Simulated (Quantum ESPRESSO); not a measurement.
## KCl: changing the functional

```
K Cl
1.0
     0.00000    3.14647    3.14647
     3.14647    0.00000    3.14647
     3.14647    3.14647    0.00000
K Cl
1 1
Cartesian
  0.0000 0.0000 0.0000
  3.1465 3.1465 3.1465
```

Kept alike: task dielectric tensor; k mesh 6 × 6 × 6, shifted; occupations fermi-dirac, width 0.05 eV; no spin polarisation. Program: Quantum ESPRESSO, potentials by row: GBRV 1.5 PBE (AM05, BLYP, PBE, WC); GBRV 1.5 LDA (LDA); GBRV 1.5 PBEsol (PBEsol), cutoff 612 eV. The mesh is that of the run's cell of 2 atoms. No spin-orbit coupling.

| functional | electronic dielectric constant (mean of the diagonal) |
| --- | --- |
| AM05 | 2.33 |
| BLYP | 2.31 |
| LDA | 2.40 |
| PBE | 2.32 |
| PBEsol | 2.36 |
| WC | 2.35 |

Potentials were made for PBE (AM05, BLYP, PBE, WC); LDA (LDA); PBEsol (PBEsol).

What does the functional change here?

The electronic dielectric constant runs from 2.31 (BLYP) to 2.40 mean of the diagonal (LDA). From PBE: AM05 +0.01; BLYP -0.01; LDA +0.08; PBEsol +0.04; WC +0.03.
